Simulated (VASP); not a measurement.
# MoS2 in VASP: further runs

Aim: see how the results for MoS2 move with the level of theory and the settings. Levels: PBE+TS, vdW-DF, vdW-DF2, optB88-vdW. Tasks: single point.

Program: VASP 6.6.1. These are calculated values, not measurements. Logs are shortened: lines on timing, memory, paths and dates and some standing lists are left out, and cuts for length are marked.

## Step 1: The sheet as given

The cell holds a sheet with vacuum, 3 atoms: a = 3.161 Å, b = 3.161 Å, c = 21.130 Å, α = 90.00°, β = 90.00°, γ = 120.00°.

The cell was built by a generator and needn't be a form met in nature.

## Step 2: Single point, PBE+TS

Contents of INCAR:

```
ALGO     = Fast           # electronic algorithm
EDIFF    = 1E-6           # SCF threshold, eV
ENCUT    = 520            # plane-wave cutoff, eV
GGA      = PE             # functional
ISIF     = 2              # what is computed and relaxed
ISMEAR   = -1             # smearing method
IVDW     = 2              # dispersion correction
LASPH    = T              # aspherical terms in the spheres
LCHARG   = F              # write CHGCAR
LREAL    = F              # projectors in reciprocal space
LWAVE    = F              # write WAVECAR
NBANDS   = 20             # bands
NELM     = 60             # most SCF steps
PREC     = Accurate       # precision mode
SIGMA    = 0.05           # smearing width, eV
```

Contents of KPOINTS:

```
k-points
0
Gamma
  8 8 1
```

Contents of POSCAR:

```
MoS2
1.0
    3.1610000000      0.0000000000      0.0000000000
   -1.5805000000      2.7375063014      0.0000000000
    0.0000000000      0.0000000000     21.1300000000
S Mo
2 1
Direct
    0.6666666667      0.3333333333      0.4259346900
    0.6666666667      0.3333333333      0.5740653100
    0.3333333333      0.6666666667      0.5000000000
```

Potentials or basis: VASP PAW PBE potentials, release 64 (S, Mo_sv).

Run with:

```console
$ cat potpaw_PBE.64/S/POTCAR potpaw_PBE.64/Mo_sv/POTCAR > POTCAR
$ mpirun -np 1 vasp_std > vasp.out
```

OUTCAR:

```text
EDIFF = 1E-6
   ENCUT = 520
   GGA = PE
   ISIF = 2
   ISMEAR = -1
   IVDW = 2
   LASPH = T
   LREAL = F
   NELM = 60
   PREC = Accurate
  IVDW =   2

 ion  position               nearest neighbor table
   1  0.667  0.333  0.426-   3 2.40   3 2.40   3 2.40
   2  0.667  0.333  0.574-   3 2.40   3 2.40   3 2.40
   3  0.333  0.667  0.500-   1 2.40   2 2.40   1 2.40   2 2.40   1 2.40   2 2.40

  LATTYP: Found a hexagonal cell.
 ALAT       =     3.1610000000
 C/A-ratio  =     6.6845934831

  Lattice vectors:

 A1 = (   3.1610000000,   0.0000000000,   0.0000000000)
 A2 = (  -1.5805000000,   2.7375063014,   0.0000000000)
 A3 = (   0.0000000000,   0.0000000000,  21.1300000000)

Analysis of symmetry for initial positions (statically):
=====================================================================
 Subroutine PRICEL returns:
 Original cell was already a primitive cell.

 Routine SETGRP: Setting up the symmetry group for a
 hexagonal supercell.

 Subroutine GETGRP returns: Found 12 space group operations
 (whereof 12 operations were pure point group operations)
 out of a pool of 24 trial point group operations.

The static configuration has the point symmetry D_3h.

Analysis of symmetry for dynamics (positions and initial velocities):
=====================================================================
 Subroutine PRICEL returns:
 Original cell was already a primitive cell.

 Routine SETGRP: Setting up the symmetry group for a
 hexagonal supercell.

 Subroutine GETGRP returns: Found 12 space group operations
 (whereof 12 operations were pure point group operations)
 out of a pool of 24 trial point group operations.

The dynamic configuration has the point symmetry D_3h.

 Subroutine INISYM returns: Found 12 space group operations
 (whereof 12 operations are pure point group operations),
 and found     1 'primitive' translations

----------------------------------------------------------------------------------------

                                     Primitive cell

  volume of cell :     182.8433

  direct lattice vectors                    reciprocal lattice vectors
     3.161000000  0.000000000  0.000000000     0.316355584  0.182647981  0.000000000
    -1.580500000  2.737506301  0.000000000     0.000000000  0.365295963  0.000000000
     0.000000000  0.000000000 21.130000000     0.000000000  0.000000000  0.047326077

  length of vectors
     3.161000000  3.161000000 21.130000000     0.365295963  0.365295963  0.047326077

  position of ions in fractional coordinates (direct lattice)
     0.666666667  0.333333333  0.425934690
     0.666666667  0.333333333  0.574065310
     0.333333333  0.666666667  0.500000000

  ion indices of the primitive-cell ions
   primitive index   ion index
                 1           1
                 2           2
                 3           3

----------------------------------------------------------------------------------------

 KPOINTS: k-points

Automatic generation of k-mesh.
 Grid dimensions read from file:
 generate k-points for:    8    8    1

 Generating k-lattice:

  Cartesian coordinates                     Fractional coordinates (reciprocal lattice)
     0.039544448  0.022830998  0.000000000     0.125000000 -0.000000000  0.000000000
     0.000000000  0.045661995  0.000000000     0.000000000  0.125000000  0.000000000
     0.000000000  0.000000000  0.047326077     0.000000000  0.000000000  1.000000000

  Length of vectors
     0.045661995  0.045661995  0.047326077

  Shift w.r.t. Gamma in fractional coordinates (k-lattice)
     0.000000000  0.000000000  0.000000000

 Subroutine IBZKPT returns following result:
 ===========================================

 Found     10 irreducible k-points:

 Following reciprocal coordinates:
            Coordinates               Weight
  0.000000  0.000000  0.000000      1.000000
  0.125000  0.000000  0.000000      6.000000
  0.250000  0.000000  0.000000      6.000000
  0.375000  0.000000  0.000000      6.000000
  0.500000  0.000000  0.000000      3.000000
  0.125000  0.125000  0.000000      6.000000
  0.250000  0.125000  0.000000     12.000000
  0.375000  0.125000  0.000000     12.000000
  0.250000  0.250000  0.000000      6.000000
  0.375000  0.250000  0.000000      6.000000
   k-points           NKPTS =     10   k-points in BZ     NKDIM =     10   number of bands    NBANDS=     20
   number of dos      NEDOS =    301   number of ions     NIONS =      3
   total plane-waves  NPLWV =  92160
   dimension x,y,z NGX =    24 NGY =   24 NGZ =  160
   dimension x,y,z NGXF=    48 NGYF=   48 NGZF=  320
   ions per type =               2   1
   NGX,Y,Z   is equivalent  to a cutoff of  12.62, 12.62, 12.59 a.u.
   NGXF,Y,Z  is equivalent  to a cutoff of  25.24, 25.24, 25.18 a.u.
 SYSTEM =  unknown system
   PREC   = accura    normal or accurate (medium, high low for compatibility)
   ISTART =      0    job   : 0-new  1-cont  2-samecut
   ICHARG =      2    charge: 1-file 2-atom 10-const
   ISPIN  =      1    spin polarized calculation?
   LNONCOLLINEAR =      F non collinear calculations
   LSORBIT =      F    spin-orbit coupling
   LASPH  =      T    aspherical Exc in radial PAW
   ENCUT  =  520.0 eV  38.22 Ry    6.18 a.u.   5.88  5.88 39.29*2*pi/ulx,y,z
   NELM   =     60;   NELMIN=  2; NELMDL= -5     # of ELM steps
   EDIFF  = 0.1E-05   stopping-criterion for ELM
   LREAL  =      F    real-space projection
   EDIFFG = 0.1E-04   stopping-criterion for IOM
   NSW    =      0    number of steps for IOM
   IBRION =     -1    ionic relax: 0-MD 1-quasi-New 2-CG
   NFREE  =      0    steps in history (QN), initial steepest desc. (CG)
   ISIF   =      2    stress and relaxation
   ISYM   =      2    0-nonsym 1-usesym 2-fastsym
   POTIM  = 0.5000    time-step for ionic-motion
   TEBEG  =    0.0;   TEEND  =   0.0 temperature during run
   PSTRESS=    0.0 pullay stress
   NELECT =      26.0000    total number of electrons
   NUPDOWN=      -1.0000    fix difference up-down
   EMIN   =  10.00;   EMAX   =-10.00  energy-range for DOS
   EFERMI =   0.00;   METHOD = LEGACY
   ISMEAR =    -1;   SIGMA  =   0.05  broadening in eV -4-tet -1-fermi 0-gaus
   EFERMI_NEDOS =   21; number of points for ismear=-14 and -15
   IALGO  =     68    algorithm
   IMIX   =      4    mixing-type and parameters
     AMIX     =   0.40;   BMIX     =  1.00
     AMIX_MAG =   1.60;   BMIX_MAG =  1.00
  volume/ion in A,a.u.               =      60.95       411.30
  Fermi-wavevector in a.u.,A,eV,Ry     =   0.854489  1.614749  9.934303  0.730151
  Thomas-Fermi vector in A             =   1.971093
   LORBIT       =      0    0 simple, 1 ext, 2 COOP (PROOUT), +10 PAW based schemes
   GGA     = PE    functional components
   LHFCALC =     F    Hartree Fock is set to
   AEXX    =    0.0000 exact exchange contribution
   IVDW    =     2    specifies the selected vdW correction
   LEPSILON=     F    determine dielectric tensor
   LRPA    =     F    only Hartree local field effects (RPA)
 non-spin polarized calculation
 RMM-DIIS sequential band-by-band and
  energy-cutoff  :      520.00
  volume of cell :      182.84
 maximum number of plane-waves:      4956
 NGX is ok and might be reduce to    24
   NGX = 11   NGY = 11   NGZ = 79

 number of electron      26.0000000 magnetization

 Free energy of the ion-electron system (eV)
  ---------------------------------------------------
  ext. energy  EPLUGINS =         0.00000000
  ---------------------------------------------------
  free energy    TOTEN  =       -21.84707666 eV

  energy without entropy =      -21.84707666  energy(sigma->0) =      -21.84707666

 E-fermi :  -1.2653     XC(G=0):  -3.6684

 val. band max:       -2.2360078406   @ k =   0.0000   0.0000   0.0000
 cond. band min:      -0.2439075635   @ k =   0.3750   0.2500   0.0000
 fundamental gap:      1.9921002771
 Fermi energy:        -1.2653002626

 k-point     1 :       0.0000    0.0000    0.0000
  band No.  band energies     occupation
      1     -63.0142      2.00000
      2     -37.1693      2.00000
      3     -36.9398      2.00000
      4     -36.9398      2.00000
      5     -16.3148      2.00000
      6     -15.0091      2.00000
[... 12 lines left out ...]
     19       3.4105      0.00000
     20       4.0427      0.00000

 k-point     2 :       0.1250    0.0000    0.0000
  band No.  band energies     occupation
      1     -63.0082      2.00000
      2     -37.1575      2.00000
      3     -36.9995      2.00000
      4     -36.9534      2.00000
      5     -16.0814      2.00000
      6     -14.9122      2.00000
[... 12 lines left out ...]
     19       3.7176      0.00000
     20       5.0572      0.00000

 k-point     3 :       0.2500    0.0000    0.0000
  band No.  band energies     occupation
      1     -62.9937      2.00000
      2     -37.1413      2.00000
      3     -37.1292      2.00000
      4     -36.9860      2.00000
      5     -15.4649      2.00000
      6     -14.6579      2.00000
[... 12 lines left out ...]
     19       4.5749      0.00000
     20       5.2153      0.00000

 k-point     4 :       0.3750    0.0000    0.0000
  band No.  band energies     occupation
      1     -62.9792      2.00000
      2     -37.2801      2.00000
      3     -37.1006      2.00000
      4     -37.0183      2.00000
      5     -14.7349      2.00000
      6     -14.3664      2.00000
[... 107 lines left out ...]
 k-point     9 :       0.2500    0.2500    0.0000
  band No.  band energies     occupation
      1     -62.9732      2.00000
      2     -37.2637      2.00000
      3     -37.1075      2.00000
      4     -37.0888      2.00000
      5     -14.4081      2.00000
      6     -14.2079      2.00000
[... 12 lines left out ...]
     19       6.2178      0.00000
     20       6.4943      0.00000

 k-point    10 :       0.3750    0.2500    0.0000
  band No.  band energies     occupation
      1     -62.9689      2.00000
      2     -37.2684      2.00000
      3     -37.1532      2.00000
      4     -37.0804      2.00000
      5     -14.1508      2.00000
      6     -14.0918      2.00000
[... 12 lines left out ...]
     19       6.0729      0.00000
     20       7.2872      0.00000

------------------------ aborting loop because EDIFF is reached ----------------------------------------

  Hirshfeld charges:
            ion         q(e)
   ------------------------------
      1     S       -0.11475318
      2     S       -0.11475318
      3     Mo       0.22950636

  Tkatchenko/Scheffler method for vdW energy calculation

  Number of pair interactions contributing to vdW energy:   17435

  Edisp (eV):   -0.60475

  FORCE on cell =-STRESS in cart. coord.  units (eV):
  Direction    XX          YY          ZZ          XY          YZ          ZX
  --------------------------------------------------------------------------------------
  -------------------------------------------------------------------------------------
  Total       0.09849     0.09849     0.12237     0.00000     0.00000     0.00000
  in kB       0.86299     0.86299     1.07230     0.00000     0.00000     0.00000
  external pressure =        0.93 kB  Pullay stress =        0.00 kB

 VOLUME and BASIS-vectors are now :
 -----------------------------------------------------------------------------
  energy-cutoff  :      520.00
  volume of cell :      182.84
      direct lattice vectors                 reciprocal lattice vectors
     3.161000000  0.000000000  0.000000000     0.316355584  0.182647981  0.000000000
    -1.580500000  2.737506301  0.000000000     0.000000000  0.365295963  0.000000000
     0.000000000  0.000000000 21.130000000     0.000000000  0.000000000  0.047326077

 POSITION                                       TOTAL-FORCE (eV/Angst)
 -----------------------------------------------------------------------------------
      1.58050      0.91250      9.00000         0.000000      0.000000     -0.048800
      1.58050      0.91250     12.13000         0.000000      0.000000      0.048800
     -0.00000      1.82500     10.56500        -0.000000     -0.000000      0.000000
 -----------------------------------------------------------------------------------
    total drift:                                0.000000     -0.000000     -0.000000

  FREE ENERGIE OF THE ION-ELECTRON SYSTEM (eV)
  ---------------------------------------------------
  free  energy   TOTEN  =       -22.4518254896 eV

  energy  without entropy=      -22.4518254889  energy(sigma->0) =      -22.45182549
```

It took 57 s on 1 thread of Intel Xeon Platinum 8488C (Sapphire Rapids), shared host; peak memory 0.29 GiB.

What came out:

| Quantity | Value |
| --- | --- |
| Free energy | -22.4518 eV |
| Largest force | 0.049 eV/Å |
| Band gap on the k mesh | 1.99 eV, indirect (least direct gap 2.06 eV) |
| Hirshfeld charges | S -0.11; Mo +0.23 e |
| Dispersion energy per atom | -0.202 eV |

Forces in eV/Å, atoms in the order of the input:
```
S    0.000  0.000 -0.049
S    0.000  0.000  0.049
Mo   0.000  0.000  0.000
```

(Part 1 of 2 ends here.)
